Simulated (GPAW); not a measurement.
**ZnO (zincite): band structure with PBEsol**

**The experiment to reproduce.**

“Electronic structure of alkaline earth and post-transition metal oxides”, 2009, arxiv:0908.1581 quotes, for a bulk crystal of ZnO: band gap 3.37 eV.

Crystal: ZnO (zincite).

```
CELL_PARAMETERS angstrom
3.24931 0.00000 0.00000
-1.62465 2.81398 0.00000
0.00000 0.00000 5.20571
ATOMIC_POSITIONS crystal
Zn 0.66667 0.33333 0.00000
Zn 0.33333 0.66667 0.50000
O 0.33333 0.66667 0.87901
O 0.66667 0.33333 0.37901
```

```
Program             : GPAW 26.7.0
Task                : band structure
Functional          : PBEsol
Potentials or basis : PAW data sets generated in the run's folder for this functional
Cutoff              : 800 eV
Basis               : pw
k mesh              : 9 × 9 × 5
Occupations         : fermi-dirac, width 0.05 eV
Spin                : no spin polarisation
Maxiter             : 150
Band path           : GMKGALHA,LM,KH
Band points         : 60
```

```json
{
  "Pressure": "-1.5 GPa",
  "Largest force": "0.063 eV/Å",
  "Band gap on the k mesh": "0.69 eV, direct",
  "Band gap along the path": "0.69 eV, direct"
}
```

Forces on the atoms (eV/Å):
```
Zn   0.000  0.000 -0.063
Zn   0.000  0.000 -0.063
O    0.000  0.000  0.063
O    0.000  0.000  0.063
```

Stress tensor (GPa, compression positive):
```
-2.08  0.00  0.00
 0.00 -2.08  0.00
 0.00  0.00 -0.41
```

Levels at the corners of the path, in eV from the valence-band top:
| point | band 15 | band 16 | band 17 | band 18 | band 19 | band 20 |
| --- | --- | --- | --- | --- | --- | --- |
| Γ | -0.82 | -0.07 | 0.00 | 0.00 | 0.69 | 5.11 |
| M | -2.84 | -2.30 | -1.30 | -0.83 | 5.68 | 6.71 |
| K | -3.51 | -1.93 | -1.93 | -1.73 | 7.51 | 7.61 |
| Γ | -0.82 | -0.07 | 0.00 | 0.00 | 0.69 | 5.11 |
| A | -0.40 | -0.40 | -0.40 | -0.40 | 3.38 | 3.38 |
| L | -1.52 | -1.52 | -1.36 | -1.36 | 5.58 | 5.58 |
| H | -2.70 | -2.70 | -1.24 | -1.24 | 7.85 | 7.85 |
| A | -0.40 | -0.40 | -0.40 | -0.40 | 3.38 | 3.38 |
| L | -1.52 | -1.52 | -1.36 | -1.36 | 5.58 | 5.58 |
| M | -2.84 | -2.30 | -1.30 | -0.83 | 5.68 | 6.71 |
| K | -3.51 | -1.93 | -1.93 | -1.73 | 7.51 | 7.61 |
| H | -2.70 | -2.70 | -1.24 | -1.24 | 7.85 | 7.85 |

It took 3 min on 1 thread of Arm Neoverse V1 (shared host), peak memory 0.43 GiB.

Against the measured gap of ZnO, 3.37 eV (quoted in “Electronic structure of alkaline earth and post-transition metal oxides”, 2009, arxiv:0908.1581), the calculated 0.69 eV is off by -2.68 eV. So large a miss can be the level of theory's own, or it may mean another phase, state or a wrong row. The value is that of PBEsol, without temperature or zero-point motion. Semilocal functionals fall short of measured gaps as a rule.
